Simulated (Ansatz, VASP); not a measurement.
# Cross-check of InAs between VASP and Ansatz

One calculation is typed for both programs; each brings its own data sets. How far apart do they land? The cell is taken from a series of runs on this material, whose earlier steps may have relaxed, scaled, displaced or heated it; both programs get it as it stands.

Method: plane waves, with VASP 6.6.1 beside it; zone-centre phonons at PBEsol, in Ansatz 0.2.0.

## 1. Starting point

Symmetry: Imm2, No. 44, orthorhombic system. The conventional cell has a = 4.304 Å, b = 4.476 Å, c = 5.948 Å, α = 90.00°, β = 90.00°, γ = 90.00°. Nearest to As lie 4 In at 2.64 to 2.67 Å. Nearest to In lie 4 As at 2.64 to 2.67 Å. Farther neighbours are not listed.

Coordinates:

```cif
data_structure
_symmetry_space_group_name_H-M 'Imm2'
_symmetry_Int_Tables_number 44
_cell_length_a 4.3036
_cell_length_b 4.4764
_cell_length_c 5.9484
_cell_angle_alpha 90.000
_cell_angle_beta 90.000
_cell_angle_gamma 90.000
_cell_volume 114.59
loop_
_atom_site_label
_atom_site_type_symbol
_atom_site_symmetry_multiplicity
_atom_site_Wyckoff_symbol
_atom_site_fract_x
_atom_site_fract_y
_atom_site_fract_z
_atom_site_occupancy
As1 As 2 b 0.00000 0.50000 0.24668 1
In1 In 2 a 0.00000 0.00000 0.00332 1
```

## 2. Ansatz: zone-centre phonons, PBEsol

Ansatz runs on its PAW soft_1 files.

Second derivatives magnify differences that forces hide, and they need a tight electronic threshold.

Contents of input.yaml:

```yaml
crystal:
  lattice:
    - [0.0611032516, 3.1041780487, 2.9742125089]
    - [3.1041780487, 0.0611032516, 2.9742125089]
    - [3.1652813001, 3.1652813001, -2.0e-10]
  atoms:
    - { symbol: As, position: [0.7533230775, 0.7533230775, 0.7466769225] }
    - { symbol: In, position: [-0.0033230775, -0.0033230775, 0.0033230775] }
kpoints:
  mp_grid: { grid: [12, 12, 12] }
hamiltonian:
  xc: pbesol
  pseudopotentials: { kind: paw, azcp: { folder: soft_1 }, xc_functional: pbe }
scf:
  occupations: { method: methfessel_paxton, width: 0.2 }
output:
  eigenvalues: true
phonons:
  method: dfpt
```

The run is started by

```bash
> ansatz run input.yaml --threads 4 --pin off --max-ram 10240MiB --backend cpu --events-out ev --progress --plain --runs-dir out
```

Numbers of over 12 decimals in the logs are rounded to 6 here.

What it wrote:

```text
zone centre: on kpoints.mp_grid the ground state, and the responses unless they are solved on pairs of k-points, stand on 476 of the mesh's 1728 k-points, reduced under 2 symmetry operations, with k and −k counted as one. Each operation leaves every solved displacement unchanged or reverses it
Engine: ansatz 0.2.0, aarch64-unknown-linux-gnu
Pseudopotentials: kind: paw
Pseudopotential: As, paw, valence charge 15, recommended cutoff 420 eV (normal), soft_1/As.paw.azcp
Pseudopotential: In, paw, valence charge 13, recommended cutoff 420 eV (normal), soft_1/In.paw.azcp
Functional definition: PBEsol
  exchange = pbesol_x
  correlation = pbesol_c
Crystal: 2 atoms, lattice volume = 57.296 Å³
Basis set: ecut = 420 eV, 1117 PW (Γ), exchange–correlation on 60×60×60 points (8 copies of the dense FFT grid, shifted against one another)
Bands: 18, of which v1, the nominal top of the filled ones, is band 14 counted from 1 (13 counted from 0)
Symmetry: 4 space group operations
k-points: 476 of 1728 (irreducible under 2 space group operations, time reversal used)
Non-local potential: As, projectors of the file, l = 0: 2, l = 1: 2, l = 2: 3, l = 3: 1
Non-local potential: In, projectors of the file, l = 0: 2, l = 1: 2, l = 2: 2, l = 3: 1
PAW form: soft (Blöchl's): semilocal exchange-correlation on the pseudo side does not see the compensation charge
PAW frozen core: As, regenerated for the run's functional, and the local potential with it (the file was generated under x = pbe(κ = 0.804, μ = 0.219515), c = pbe(β = 0.066725))
PAW frozen core: In, regenerated for the run's functional, and the local potential with it (the file was generated under x = pbe(κ = 0.804, μ = 0.219515), c = pbe(β = 0.066725))
PAW one-centre angular grid: As, 590 points (default); XC on 64 Gauss nodes
PAW one-centre angular grid: In, 590 points (default); XC on 64 Gauss nodes
Initial density: superposition of atomic densities (chi_scale 0.1, normalization cell, long waves kept (reshape's long-wave potential 0.00 eV rms))
Initial wavefunctions: pseudopotential atomic-orbital guess
Functional: x = pbesol(κ = 0.804, μ = 0.123457), c = pbesol(β = 0.046)
SCF iter   1: F=—  HF=-10338.966569 eV  |F-HF|=—  |Δ(HF+E_count)|=         —  Δρ=2.77e-2  dr2=3.54e-1  ethr=3.10e-3  ⟨swp⟩=5.1  Hψ=43304  notcnv=0
preconditioner: auto → Kerker (q_TF=auto, 2.421 Å⁻¹)  [metal: Δε(μ)=0.089 eV  Ē_g=14.520 eV  σ=0.200 eV  W_gap=0.37  n_scr=14 (ndim 8)  ℏωp=20.8 eV  f_vac=0.013  D(μ)=0.05/eV (n_scr^D=0)]
SCF iter   2: F=—  HF=-10338.913457 eV  |F-HF|=—  |Δ(HF+E_count)|=   5.31e-2  S|Δr|=    0.00e0  Δρ=1.75e-2  dr2=1.61e-1  ethr=1.26e-3  ⟨swp⟩=2.0  Hψ=13955  notcnv=0
SCF iter   3: F=—  HF=-10338.875478 eV  |F-HF|=—  |Δ(HF+E_count)|=   3.80e-2  S|Δr|=    0.00e0  Δρ=2.87e-3  dr2=9.00e-3  ethr=5.73e-4  ⟨swp⟩=2.0  Hψ=10540  notcnv=0
SCF iter   4: F=—  HF=-10338.876981 eV  |F-HF|=—  |Δ(HF+E_count)|=   1.50e-3  S|Δr|=    0.00e0  Δρ=1.31e-3  dr2=2.23e-3  ethr=3.21e-5  ⟨swp⟩=2.1  Hψ=14321  notcnv=0
SCF iter   5: F=—  HF=-10338.877218 eV  |F-HF|=—  |Δ(HF+E_count)|=   2.36e-4  S|Δr|=    0.00e0  Δρ=6.01e-4  dr2=3.54e-4  ethr=7.95e-6  ⟨swp⟩=2.0  Hψ=15233  notcnv=0
SCF iter   6: F=—  HF=-10338.877499 eV  |F-HF|=—  |Δ(HF+E_count)|=   2.81e-4  S|Δr|=    0.00e0  Δρ=2.01e-4  dr2=2.61e-5  ethr=1.26e-6  ⟨swp⟩=2.0  Hψ=15234  notcnv=0
SCF iter   7: F=—  HF=-10338.877524 eV  |F-HF|=—  |Δ(HF+E_count)|=   2.52e-5  S|Δr|=    0.00e0  Δρ=4.55e-5  dr2=1.18e-6  ethr=9.33e-8  ⟨swp⟩=2.0  Hψ=15237  notcnv=0
SCF iter   8: F=—  HF=-10338.877527 eV  |F-HF|=—  |Δ(HF+E_count)|=   2.80e-6  S|Δr|=    0.00e0  Δρ=1.23e-5  dr2=1.01e-7  ethr=4.20e-9  ⟨swp⟩=2.0  Hψ=12857  notcnv=0
SCF iter   9: F=—  HF=-10338.877527 eV  |F-HF|=—  |Δ(HF+E_count)|=   1.24e-7  S|Δr|=    0.00e0  Δρ=3.52e-6  dr2=1.33e-8  ethr=3.60e-10  ⟨swp⟩=2.0  Hψ=15237  notcnv=0
SCF iter  10: F=—  HF=-10338.877527 eV  |F-HF|=—  |Δ(HF+E_count)|=   1.22e-8  S|Δr|=    0.00e0  Δρ=1.28e-6  dr2=1.89e-9  ethr=4.74e-11  ⟨swp⟩=2.3  Hψ=12040  notcnv=0
SCF iter  11: F=—  HF=-10338.877527 eV  |F-HF|=—  |Δ(HF+E_count)|=   1.30e-9  S|Δr|=    0.00e0  Δρ=4.22e-7  dr2=1.40e-10  ethr=6.75e-12  ⟨swp⟩=2.0  Hψ=10318  notcnv=0
SCF iter  12: F=—  HF=-10338.877527 eV  |F-HF|=—  |Δ(HF+E_count)|=  1.29e-10  S|Δr|=    0.00e0  Δρ=1.33e-7  dr2=1.54e-11  ethr=1.00e-12  ⟨swp⟩=2.0  Hψ=9474  notcnv=0
SCF iter  13: F=-10338.877527 eV  HF=-10338.877527 eV  |F-HF|=3.64e-12  |Δ(HF+E_count)|=  9.09e-12  S|Δr|=    0.00e0  Δρ=5.62e-8  dr2=2.02e-12  ethr=1.00e-12  ⟨swp⟩=5.2  Hψ=32464  notcnv=0
the search or the solves at the SCF's close seem to have found levels that the self-consistency loop had missed (the run counts 2). By its estimate they hold under 1e-12 electrons; where the run keeps them, the occupations were computed again with them
SCF 1 converged in 13 iterations: F = -10338.877527 eV  dr2 = 2.02e-12
  greatest PAW one-centre occupation: 0.999 electrons in one spin orbital (limit 2), on the As atom at site 0 (counted from 0), in its partial waves of l = 2
DFPT response loops at Γ: preconditioner auto → Kerker (q_TF=auto, 2.421 Å⁻¹) (partly filled bands, converged f_vac=0.095); β = 1.00, the filter's whole step (`scf.mixing.beta` (0.50) is not read by the response loops under this deck's `scf.mixing.preconditioner`; to damp them name `kerker` or `kerker_dos`, under which they read `scf.mixing.beta`, and type it under 1.00, their step now; both keys bind the ground state too); Broyden in place of MSR1
SCF converged after 13 iterations
Stability not checked: this state was not tested for a lower state beside it, because cold or Methfessel-Paxton smearing, or corrected tetrahedra, fill the levels in a way that the test cannot read (fill_not_monotonic; see scf.lower_state_search)
Free energy (F): -10338.877527 eV
Harris-Foulkes:  -10338.877527 eV  (|F-HF|=3.64e-12)
Internal energy: -10338.877971 eV  (E = F + TS)
E sigma→0 (E₀):  -10338.877638 eV
Entropy (-TS):   0.000444 eV (0.222 meV/atom)
Fermi energy:    7.163710 eV
Step filling:    the computed levels leave a gap of 0.0712 eV = 0.4 smearing widths at the electron count; against every level under it full and every level over it empty, smearing changes F+E_penalty+E_count by +0.189 meV and its σ→0 estimate by +0.078 meV
--- Per-component energies (eV) ---
  E_band       = -331.659055
  E_kinetic    = 316.065418
  E_local      = -3525.173640  (includes V_loc(G=0)·N_el)
  E_nonlocal   = -63.463163
  E_hartree    = 1747.346285
  E_xc         = -211.146284
  E_vxc        = -162.700300  (∫ρ·V_xc dr)
  E_paw        = -6109.480775  (= ΣΔE_a)
  E_vpaw       = -391.080090  (= ΣTr[D̂ρ^β])
  E_aug_tail   = 0.000148  (compensation charges beyond the density's cutoff)
  E_ewald      = -2494.228293
  E_core_change = 1.202334  (= ΣΔE_core)
  E_smearing   = 0.000444  (= −TS)
  E_closure    = -0.000000  (closes the sum)
  Σ components = -10338.877527   (vs F -10338.877527, Δ=0.00e0)
--- Band table (eV; the first three rows and the last of 476) ---
  k-point 0: bands = [... 10 lower, -4.5873, 6.5651, 6.9017, 7.1246, 7.1958, 10.7912, 10.9019, 11.1464]
  k-point 1: bands = [... 10 lower, -4.5214, 5.6234, 7.0191, 7.0356, 7.7288, 10.8224, 11.0324, 11.2599]
  k-point 2: bands = [... 10 lower, -4.3310, 4.4509, 6.8168, 6.8425, 8.1976, 11.0323, 11.4752, 11.5070]
  k-point 475: bands = [... 10 lower, -2.6393, 1.5109, 4.5272, 4.8958, 8.3051, 8.9740, 15.9781, 16.1172]
--- Phonons (Γ-DFPT): 4 representative perturbations + reference, on 476 of 1728 k-points (Σ response iterations 12) ---
  k mesh reduced under 2 symmetry operations, with k and −k counted as one. Each operation leaves every solved displacement unchanged or reverses it
  ASR residual: 2.588e-5 → 0.000e0 eV/Å²; symmetrization residual: 1.898e-5 eV/Å²
  ASR residual per site (eV/Å²): 2.40e-5 2.59e-5
  Γ frequencies (cm⁻¹): 0.00 0.00 0.00 199.93 202.48 207.61
  non-analytic LO–TO correction: not included (Born effective charges unavailable; polar crystals: no LO–TO splitting at Γ)
```

(Continued in part 2 of 2.)

[Lines on the potential files, build, host, timing and source positions are cut from VASP's logs without a mark.]

[Logs are printed without paths, hosts, clocks, repeated set-up lines and the standing remarks that a program may print on its own settings, such as how far it seeks lower states.]

[Hosts, paths, dates, database ids (printed as entryN), source tags and the programs' standing remarks are cut or masked in the printed files.]
